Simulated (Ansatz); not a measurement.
Si (P6_3/mmc), ideal shear of a crystal plane

The calculation used Ansatz 0.2.0, DFT LDA, scalar-relativistic, plane waves, PAW. Cutoff 420 eV, Γ-centred 22×13×7 k-points, Gaussian smearing of 0.15 eV. No spin polarisation. Energies are free energies at this smearing, counted from the undisturbed cell; pressure is positive in compression.

The undisturbed cell (relaxed at this level; with this scan's settings it stands at -0.1 GPa; this form isn't the usual structure):

```
Si
1.0
     1.32553   -2.29589    0.00000
     0.00000    0.00000   -4.54174
     7.95320    4.59178    0.00000
Si
8
Direct
  0.50000 0.75000 0.83333
  0.00000 0.75000 0.08333
  0.50000 0.75000 0.33333
  0.00000 0.75000 0.58333
  0.00000 0.25000 0.91667
  0.50000 0.25000 0.16667
  0.00000 0.25000 0.41667
  0.50000 0.25000 0.66667
```

The cut lies on the cell's a–b face, a (1 0 0) plane (indices in the standard cell, whose axes needn't be the Cartesian ones shown) of area 12.04 Å², between layers 1.53 Å apart. Vector c is tilted by f times 1·a − 1·b (length 5.259 Å) with the atoms' Cartesian places fixed: one unrelaxed fault a cell. The traction is dγ/du, the slope of γ against the slip u in Å. Some rows repeat others by symmetry and weren't run.

| f | γ (mJ/m²) | traction (GPa) |
| --- | --- | --- |
| 0.0000 | 0 | 0.0 |
| 0.0833 | 108 | 5.2 |
| 0.1667 | 509 | 14.0 |
| 0.2500 | 1316 | 21.4 |
| 0.3333 | 2180 | 15.4 |
| 0.5000 | 2560 | 0.0 |
| 0.6667 | 2180 | -15.4 |
| 0.8333 | 509 | -14.0 |

Task: Read off the first barrier and the stress needed to climb it, and compare with Frenkel's sinusoid.

Result: The first sampled maximum lies at f = 0.500, a slip of 2.63 Å, with γ ≈ 2560 mJ/m², which stands in for the unstable fault energy γ_us, and the steepest sampled slope before it is 21.4 GPa. A sinusoid γ = γ_us sin²(πu/λ) with its maximum there has λ = 5.26 Å and a largest slope πγ_us/λ = 15.3 GPa (1 mJ/m² per Å = 0.01 GPa).

Task: Is there a metastable fault on this line?

Result: Apart from points where γ returns to about zero, no local minimum shows among the samples, so at this sampling the line offers no fault for a dislocation to split on; a fault can still lie off the line.

The cut is rigid; relaxing the faces lowers these energies and usually the stresses.

In a metal these slopes depend on the k mesh and the smearing.

Cost: 6 runs of about 29 core-minutes in all, on Intel Xeon Processor @ 2.50GHz (Skylake/Cascade Lake) (shared hosts).